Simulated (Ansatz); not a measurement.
# SnTe (Fm-3m) in Ansatz: a series of runs, part 2 of 2

Ansatz 0.2.0.

**4. Single point, RPBE+D4, 29.40 Å³/atom (volume scaled by 0.94)**

Input file input.yaml:

```yaml
crystal:
  lattice:
    - [0.0, 3.0865288906, 3.0865288906]
    - [3.0865288906, 0.0, 3.0865288906]
    - [3.0865288906, 3.0865288906, 0.0]
  atoms:
    - { symbol: Te, position: [0.5, 0.5, 0.5] }
    - { symbol: Sn, position: [0.0, 0.0, 0.0] }
hamiltonian:
  xc: rpbe
  pseudopotentials: { kind: paw }
  dispersion: d4
kpoints:
  mp_grid: { grid: [7, 7, 7] }
scf:
  occupations: { method: fermi_dirac, width: 0.05 }
output:
  forces: true
  stress: true
  eigenvalues: true
```

Started as:

```console
> ansatz run input.yaml --threads 2 --pin off --max-ram 5120MiB --backend cpu --events-out ev --progress --plain --runs-dir out
```

Run time: 0.79 s. Hardware: 2 threads of Arm Neoverse V2, shared host; peak memory 0.31 GiB.

Results (log left out):

- Free energy: -13023.7041 eV
- Pressure: 2.5 GPa

Caveat: this odd mesh misses L, where the gap lies, so gap, dielectric constants and Born charges aren't listed; the PAW data sets come from PBE, with cores solved anew for the run's functional, which leaves a small shift of forces and pressure.

**5. Single point, RPBE+D4, 30.03 Å³/atom (volume scaled by 0.96)**

input.yaml, as its differences from that of step 4:

```diff
@@ -2,5 +2,5 @@
   lattice:
-    - [0.0, 3.0865288906, 3.0865288906]
-    - [3.0865288906, 0.0, 3.0865288906]
-    - [3.0865288906, 3.0865288906, 0.0]
+    - [0.0, 3.1082657258, 3.1082657258]
+    - [3.1082657258, 0.0, 3.1082657258]
+    - [3.1082657258, 3.1082657258, 0.0]
   atoms:
```

Started as:

```console
> ansatz run input.yaml --threads 2 --pin off --max-ram 5120MiB --backend cpu --events-out ev --progress --plain --runs-dir out
```

Wall time 0.87 s (2 threads of Arm Neoverse V2, shared host); peak memory 0.32 GiB.

It converged, with:

- Free energy: -13023.7187 eV
- Pressure: 1.3 GPa

Caveat: this odd mesh misses L, where the gap lies, so gap, dielectric constants and Born charges aren't listed; the PAW data sets come from PBE, with cores solved anew for the run's functional, which leaves a small shift of forces and pressure.

**6. Single point, RPBE+D4, 30.66 Å³/atom (volume scaled by 0.98)**

input.yaml, as its differences from that of step 5:

```diff
@@ -2,5 +2,5 @@
   lattice:
-    - [0.0, 3.1082657258, 3.1082657258]
-    - [3.1082657258, 0.0, 3.1082657258]
-    - [3.1082657258, 3.1082657258, 0.0]
+    - [0.0, 3.1297027185, 3.1297027185]
+    - [3.1297027185, 0.0, 3.1297027185]
+    - [3.1297027185, 3.1297027185, 0.0]
   atoms:
```

Potentials or basis: Ansatz PAW.

Started as:

```console
> ansatz run input.yaml --threads 2 --pin off --max-ram 5120MiB --backend cpu --events-out ev --progress --plain --runs-dir out
```

Wall time 0.85 s (2 threads of Arm Neoverse V2, shared host); peak memory 0.32 GiB.

It converged, with:

| Quantity | Value |
| --- | --- |
| Free energy | -13023.7248 eV |
| Pressure | 0.3 GPa |

Caveat: this odd mesh misses L, where the gap lies, so gap, dielectric constants and Born charges aren't listed; the PAW data sets come from PBE, with cores solved anew for the run's functional, which leaves a small shift of forces and pressure.

**7. Single point, RPBE+D4, 31.28 Å³/atom**

input.yaml, as its differences from that of step 6:

```diff
@@ -2,5 +2,5 @@
   lattice:
-    - [0.0, 3.1297027185, 3.1297027185]
-    - [3.1297027185, 0.0, 3.1297027185]
-    - [3.1297027185, 3.1297027185, 0.0]
+    - [0.0, 3.15085, 3.15085]
+    - [3.15085, 0.0, 3.15085]
+    - [3.15085, 3.15085, 0.0]
   atoms:
```

Started as:

```console
> ansatz run input.yaml --threads 2 --pin off --max-ram 5120MiB --backend cpu --events-out ev --progress --plain --runs-dir out
```

Wall time 0.9 s (2 threads of Arm Neoverse V2, shared host); peak memory 0.31 GiB.

Results (log left out):

- Free energy: -13023.7233 eV
- Pressure: -0.6 GPa

Caveat: this odd mesh misses L, where the gap lies, so gap, dielectric constants and Born charges aren't listed; the PAW data sets come from PBE, with cores solved anew for the run's functional, which leaves a small shift of forces and pressure.

**8. Single point, RPBE+D4, 31.91 Å³/atom (volume scaled by 1.02)**

input.yaml, as its differences from that of step 7:

```diff
@@ -2,5 +2,5 @@
   lattice:
-    - [0.0, 3.15085, 3.15085]
-    - [3.15085, 0.0, 3.15085]
-    - [3.15085, 3.15085, 0.0]
+    - [0.0, 3.1717171644, 3.1717171644]
+    - [3.1717171644, 0.0, 3.1717171644]
+    - [3.1717171644, 3.1717171644, 0.0]
   atoms:
```

Started as:

```console
> ansatz run input.yaml --threads 2 --pin off --max-ram 5120MiB --backend cpu --events-out ev --progress --plain --runs-dir out
```

Run time: 0.9 s. Hardware: 2 threads of Arm Neoverse V2, shared host; peak memory 0.32 GiB.

Results (log left out):

* Free energy: -13023.7151 eV
* Pressure: -1.5 GPa

Caveat: this odd mesh misses L, where the gap lies, so gap, dielectric constants and Born charges aren't listed; the PAW data sets come from PBE, with cores solved anew for the run's functional, which leaves a small shift of forces and pressure.

**9. Single point, RPBE+D4, 32.53 Å³/atom (volume scaled by 1.04)**

input.yaml, as its differences from that of step 8:

```diff
@@ -2,5 +2,5 @@
   lattice:
-    - [0.0, 3.1717171644, 3.1717171644]
-    - [3.1717171644, 0.0, 3.1717171644]
-    - [3.1717171644, 3.1717171644, 0.0]
+    - [0.0, 3.1923133075, 3.1923133075]
+    - [3.1923133075, 0.0, 3.1923133075]
+    - [3.1923133075, 3.1923133075, 0.0]
   atoms:
@@ -20 +20,5 @@
   eigenvalues: true
+  write_density: true
+  write_potential: true
+  elf: true
+  volumetric_format: npy
```

Potentials or basis: Ansatz PAW.

Started as:

```console
> ansatz run input.yaml --threads 2 --pin off --max-ram 5120MiB --backend cpu --events-out ev --progress --plain --runs-dir out
```

It took 1.2 s on 2 threads of Arm Neoverse V2, shared host; peak memory 0.33 GiB.

Results (log left out):

| Quantity | Value |
| --- | --- |
| Free energy | -13023.7008 eV |
| Pressure | -2.2 GPa |

Caveat: this odd mesh misses L, where the gap lies, so gap, dielectric constants and Born charges aren't listed; the PAW data sets come from PBE, with cores solved anew for the run's functional, which leaves a small shift of forces and pressure.

**10. Single point, RPBE+D4, 33.16 Å³/atom (volume scaled by 1.06)**

Input file input.yaml:

```yaml
crystal:
  lattice:
    - [0.0, 3.2126470615, 3.2126470615]
    - [3.2126470615, 0.0, 3.2126470615]
    - [3.2126470615, 3.2126470615, 0.0]
  atoms:
    - { symbol: Te, position: [0.5, 0.5, 0.5] }
    - { symbol: Sn, position: [0.0, 0.0, 0.0] }
hamiltonian:
  xc: rpbe
  pseudopotentials: { kind: paw }
  dispersion: d4
kpoints:
  mp_grid: { grid: [7, 7, 7] }
scf:
  occupations: { method: fermi_dirac, width: 0.05 }
output:
  forces: true
  stress: true
  eigenvalues: true
```

Started as:

```console
> ansatz run input.yaml --threads 2 --pin off --max-ram 5120MiB --backend cpu --events-out ev --progress --plain --runs-dir out
```

Wall time 0.89 s (2 threads of Arm Neoverse V2, shared host); peak memory 0.33 GiB.

The run converged. Its results:

```yaml
Free_energy: -13023.6819 eV
Pressure: -2.6 GPa
```

Caveat: this odd mesh misses L, where the gap lies, so gap, dielectric constants and Born charges aren't listed; the PAW data sets come from PBE, with cores solved anew for the run's functional, which leaves a small shift of forces and pressure.

**11. Equation of state, RPBE+D4**

This step only gathers the single runs of the series.

Results:

```
Equilibrium volume                      : 30.83 Å³/atom
Bulk modulus                            : 46 GPa
Pressure derivative of the bulk modulus : 5.7 (rough: it moves with the points fitted)
```

Energy against volume, from the lowest point:
| volume (Å³/atom) | energy (meV/atom) |
| --- | --- |
| 29.404 | 10.39 |
| 30.030 | 3.07 |
| 30.656 | 0.00 |
| 31.281 | 0.75 |
| 31.907 | 4.89 |
| 32.532 | 12.00 |
| 33.158 | 21.46 |

Caveat: the potentials were made for another functional, which shifts forces and pressure; this odd mesh misses L, where the gap lies, so gap, dielectric constants and Born charges aren't listed. The run has no spin-orbit coupling, so splittings on Te are missing.

**12. How close it comes**

Step 2. Measured direct gap of SnTe: 0.18 eV (direct; 300 K; a printed reference work, textbook). This calculation gives 0.14 eV (-0.04 eV). Spin-orbit coupling on Sn, Te is left out. The value is that of PBEsol, without temperature or zero-point motion. Semilocal functionals fall short of measured gaps as a rule.

Step 3. Against the measured gap of SnTe, 0.18 eV (direct; 300 K; a printed reference work, textbook), the calculated 0.14 eV is off by -0.04 eV. Spin-orbit coupling on Sn, Te is left out. The value is that of PBEsol on a finite k mesh, which can miss the band edges, without temperature or zero-point motion. Semilocal functionals fall short of measured gaps as a rule.
